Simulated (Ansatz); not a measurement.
All numbers below come from DFT PBE, scalar-relativistic, plane waves, PAW in Ansatz. Settings: cutoff 420 eV, Γ-centred meshes spaced at most about 0.3 Å⁻¹, and about 0.25 Å⁻¹ or finer for metals (2π included), Gaussian smearing. No spin polarisation.

Energies over the elements count from the elements' standard structures at the same level, with no fitted energy shifts.

These are static total energies at zero pressure. The comparison covers the computed candidates alone. The reference form of S is held partly by dispersion forces, which this level lacks.

A search for Ga2S gave 5 distinct relaxed structures. Coordination counts S atoms around Ga (those within 1.25 times the shortest such distance or 1.15 times the sum of covalent radii; the shortest distance is added where it is long for a bond). Cells relaxed within their symmetry can be saddle points.

Q: What is the best candidate for Ga2S?

A: The one with the anti-cadmium chloride type, space group R-3m (No. 166), reached from: anti-cadmium chloride type (R-3m). It has a = 3.620 Å, c = 15.906 Å, 20.1 Å³/atom, no gap on the mesh. Around Ga lie 3 S at 2.65 Å and 3 Ga at 2.93 Å; S has 6 Ga at 2.65 Å. Its energy over the elements is −0.22 eV/atom. It lies below the elements, which doesn't yet make it stable against other compounds or structures. An observed structure of this formula, if there is one, may be missing.

```cif
data_structure
_symmetry_space_group_name_H-M 'R-3m:H'
_symmetry_Int_Tables_number 166
_cell_length_a 3.6198
_cell_length_b 3.6198
_cell_length_c 15.9064
_cell_angle_alpha 90.000
_cell_angle_beta 90.000
_cell_angle_gamma 120.000
_cell_volume 180.50
loop_
_atom_site_label
_atom_site_type_symbol
_atom_site_symmetry_multiplicity
_atom_site_Wyckoff_symbol
_atom_site_fract_x
_atom_site_fract_y
_atom_site_fract_z
_atom_site_occupancy
Ga1 Ga 6 c 0.66667 0.33333 0.10205 1
S1 S 3 a 0.00000 0.00000 0.00000 1
```

Q: How much higher is the P4_2/mnm structure with 51.8 Å³/atom and coordination Ga 2 (reached from: anti-rutile type (P4_2/mnm))?

A: 236 meV/atom. Its gap on the mesh is 1.17 eV.

Q: How much higher is the P6/mmm structure with 18.6 Å³/atom and coordination Ga 3 from 2.9 Å (reached from: random cell)?

A: 267 meV/atom. It has no gap on its mesh.
